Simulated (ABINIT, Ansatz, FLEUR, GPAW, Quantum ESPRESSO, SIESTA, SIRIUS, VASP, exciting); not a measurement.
## Pb: programs and potentials compared

```
Pb
1.0
    -0.00696    2.46968    2.44843
     2.44759   -0.02698    2.46845
     2.45382    2.49594   -0.03322
Pb
1
Direct
  0.98764 0.00709 0.01656
```

The given cell was strained at random by a few per cent at fixed volume.

Alike in all runs: task single point; functional PBEsol; k mesh 9 × 9 × 9; occupations fermi-dirac, width 0.05 eV; no spin polarisation; no spin-orbit coupling. Pressure is positive in compression and, in plane waves, holds the error of the finite cutoff, which Ansatz's Pulay term estimates and takes out.

```csv
program and potentials,plane-wave cutoff (eV),notes,pressure (GPa),energy over the undisturbed cell (meV/atom)
"Ansatz, Ansatz PAW",420,"potentials made for PBE, which Ansatz adapts in part",-0.58,1.92
"ABINIT, PseudoDojo NC SR PBEsol v0.4.1 standard",762,-,-0.56,1.91
"Ansatz, all-electron LAPW, scalar-relativistic",-,-,-0.58,-
"FLEUR, all-electron, FLAPW",-,-,-,1.92
"Quantum ESPRESSO, GBRV 1.5 PBEsol",612,-,-0.79,1.89
"SIESTA, files PseudoDojo sr-pbesol-0.4.1-standard, DZP (energy shift 0.003 Ry; two zetas on semicore shells)",-,atomic basis,0.05,1.91
"GPAW, PAW data sets generated for this functional",600,-,-0.84,1.83
"SIRIUS, PseudoDojo 0.4.1 PBEsol standard (scalar relativistic)",765,-,-0.56,1.91
"VASP, PBE PAW files Pb_d, 520 eV",520,potentials made for PBE,-0.66,-
"exciting, all-electron LAPW+lo, shipped species files, valence relativity iora*",-,-,-,2.09
```

The pressure spans -0.84 (GPAW, PAW data sets generated for this functional) to 0.05 GPa (SIESTA, files PseudoDojo sr-pbesol-0.4.1-standard, DZP (energy shift 0.003 Ry; two zetas on semicore shells)), with all-electron results at -0.58. Rows in atomic bases carry the error of their basis and grid, which can be large.

The functional is the same throughout but for its coding, so the spread measures potentials, basis and numerics; runs on potential files found faulty are left out.
